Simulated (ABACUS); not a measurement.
Crystal: PbF2 (Fluorocronite).

```
CELL_PARAMETERS angstrom
0.00000 2.96366 2.96366
2.96366 0.00000 2.96366
2.96366 2.96366 0.00000
ATOMIC_POSITIONS crystal
Pb 0.00000 0.00000 0.00000
F 0.75000 0.75000 0.75000
F 0.25000 0.25000 0.25000
```

Base run:

- Program: ABACUS 3.10.1
- Functional: PBE
- Potentials or basis: PseudoDojo NC SR 0.4.1 PBE standard
- Cutoff: 1361 eV
- Density cutoff: 5442 eV
- Basis: DZP LCAO (the cutoffs set its grid)
- k mesh: 8 × 8 × 8
- Occupations: fermi-dirac, width 0.05 eV
- Spin: no spin polarisation

Its results: band gap on the k mesh 4.38 eV, indirect (least direct gap 4.54 eV); pressure 4.3 GPa.

Problem. The run is repeated on the same cell with these changes: basis from DZP LCAO (the cutoffs set its grid) to TZDP LCAO (the cutoffs set its grid); orbital files from Pb Pb_confined-atom_8au_2s2p2d.orb, F F_confined-atom_6au_2s2p1d.orb to Pb Pb_confined-atom_8au_3s3p3d1f.orb, F F_confined-atom_6au_3s3p2d1f.orb. What comes out?

Solution. Band gap on the k mesh 4.42 eV, indirect (least direct gap 4.57 eV); pressure 2.8 GPa.

Caveats: the atomic orbitals were generated for these runs and aren't a published set; spin-orbit coupling is left out, which as a rule narrows the gap of such compounds by several tenths of an eV; the basis of atomic orbitals isn't converged, which shifts pressures, moduli and gaps.

A k mesh can miss the band edges.
